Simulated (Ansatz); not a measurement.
# NbP2: the cost of one run

Computed with Ansatz 0.2.0 (DFT PBE, scalar-relativistic, plane waves, PAW, unless a step's input says otherwise).

## Step 1: The structure to begin with

The structure is tetragonal, space group I4_1/amd (No. 141). The conventional cell has a = 3.833 Å, b = 3.833 Å, c = 13.328 Å, α = 90.00°, β = 90.00°, γ = 90.00°. Nb (site symmetry -4m2) is surrounded by 12 P at 2.93 Å. P (site symmetry 2mm) is surrounded by 3 P at 2.21 to 2.23 Å and 6 Nb at 2.93 Å.

Structure file:

```
CELL_PARAMETERS angstrom
-1.91660 1.91660 6.66397
1.91660 -1.91660 6.66397
1.91660 1.91660 -6.66397
ATOMIC_POSITIONS crystal
Nb 0.00000 0.00000 0.00000
Nb 0.75000 0.25000 0.50000
P 0.41650 0.41650 0.00000
P 0.16650 0.66650 0.50000
P 0.33350 0.83350 0.50000
P 0.58350 0.58350 0.00000
```

This is candidate A: ThSi2 type (I4_1/amd, No. 141).

(A quick probe on a coarse mesh, which set the mesh and smearing, is not shown.)

## Step 3: Rough relaxation on the coarse mesh (candidate A)

File input.yaml:

```yaml
crystal:
  lattice:
    - [-1.9165993466, 1.9165993466, 6.6639685472]
    - [1.9165993466, -1.9165993466, 6.6639685472]
    - [1.9165993466, 1.9165993466, -6.6639685472]
  atoms:
    - { symbol: Nb, position: [0.0, 0.0, 0.0] }
    - { symbol: Nb, position: [0.75, 0.25, 0.5] }
    - { symbol: P, position: [0.4165, 0.4165, 0.0] }
    - { symbol: P, position: [0.1665, 0.6665, 0.5] }
    - { symbol: P, position: [0.3335, 0.8335, 0.5] }
    - { symbol: P, position: [0.5835, 0.5835, 0.0] }
basis:
  ecutwfc: 420
kpoints:
  mp_grid: { grid: [6, 6, 6] }
hamiltonian:
  xc: pbe
scf:
  occupations: { method: gaussian, width: 0.1 }
  lower_state_search: "off"
output:
  forces: true
  stress: true
  eigenvalues: true
relax:
  adjacent_minimum: "off"
  f_tol: 0.04
  max_steps: 70
  cell: { stress_tol: 0.4 }
```

Run with:

```sh
ansatz run input.yaml --threads 1 --pin off --max-ram 2560MiB --backend cpu --events-out ev --progress --plain --runs-dir out
```

**Question.** How long does this run take on 1 thread of Intel Xeon 6975P-C (Granite Rapids), shared host, and how much memory does it need?

About 40 s, with a peak of 0.46 GiB.
